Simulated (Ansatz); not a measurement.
# HgS: pressure against volume per atom

Results calculated with Ansatz 0.2.0, not measured. Periodic Kohn-Sham DFT of a crystal at fixed atoms; pressure and stress are positive in compression; the energy is the free energy less that of spherical unpolarised free atoms; site moments are those in the method's own spheres, positive along +z.

Cell of the first row (space group F-43m, No. 216):
```
HgS
1.0
      0.0000     2.8697     2.8697
      2.8697     0.0000     2.8697
      2.8697     2.8697     0.0000
Hg S
1 1
Direct
  0.00000 0.00000 0.00000
  0.75000 0.75000 0.75000
```

Settings of every row: method frozen-core PAW; functional PBE; relativity scalar; k mesh 8x8x8; filling fermi-dirac; smearing width 0.02 eV; wave cutoff 420 eV; paw set soft_2.

Atom start moment: 0 on all atoms.

Limits: no spin-orbit coupling on heavy atoms.

| row | volume per atom (Å³) | pressure (GPa) |
| --- | --- | --- |
| 1 | 23.633 | 8.923 |
| 2 | 24.625 | 5.496 |
| 3 | 25.128 | ? |
| 4 | 25.631 | 2.715 |
| 5 | 26.636 | 0.488 |

Question: what pressure should row 3 give?

Worked fit of pressure. Take u = (V_r/V)^(2/3) − 1 with V_r = 25.128 Å³ an atom, which is twice the finite (Eulerian) strain; such expansions in the strain, on which the Birch-Murnaghan equation of state is built, carry the rest volume and the bulk modulus. The shown rows have u = 0.04174, 0.01357, -0.01313, -0.03811. Least squares give pressure = 4.0278 + 104.475 × u + 305.65 × u² GPa; a straight line predicts inner rows, each left out in turn, worse (root mean square 0.31 against 0.013 GPa). The rows lie off it by 0.002, -0.006, 0.006, -0.002 (root mean square 0.0045 GPa). The withheld row has u = 0, so the fit gives 4.0278 + 104.475 × (0) + 305.65 × (0)² = 4.028 GPa.

The calculation gave 4.028 GPa. The fit meets it to the printed digit.
